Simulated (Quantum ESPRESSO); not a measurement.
# TaN in Quantum ESPRESSO: the effect of Hubbard term

Crystal: TaN.

```
Ta N
1.0
     2.93800    0.00000    0.00000
    -1.46900    2.54438    0.00000
     0.00000    0.00000    2.88300
Ta N
1 1
Direct
  0.00000 0.00000 0.50000
  0.66667 0.33333 0.00000
```

Alike in all runs:

```yaml
Program: Quantum ESPRESSO 7.5
Task: single point
Functional: PBEsol
Potentials_or_basis: GBRV 1.5 PBEsol
Cutoff: 762 eV
Density_cutoff: 6095 eV
k_mesh: 10 × 10 × 9
Occupations: fermi-dirac, width 0.05 eV
Spin: no spin polarisation
Hubbard_projectors: ortho-atomic
Mixing_beta: 0.3
Most_SCF_iterations: 120
SCF_threshold: 4e-10 Ry
```

```csv
Hubbard term,pressure (GPa)
none,-4.7
Ta d U = 1 eV,-3.9
Ta d U = 2 eV,-2.9
Ta d U = 3 eV,-1.9
Ta d U = 4 eV,-0.8
Ta d U = 5 eV,?
Ta d U = 6 eV,1.6
Ta d U = 8 eV,4.5
```

What does the run with Hubbard term Ta d U = 5 eV give?

Pressure 0.3 GPa.

Worked out: A parabola through the other rows of the pressure, of slope 1.24 GPa per eV there, gives 0.4 GPa, against the run's 0.3.

Caveats: U without spin polarisation on a metal has little footing (some runs).
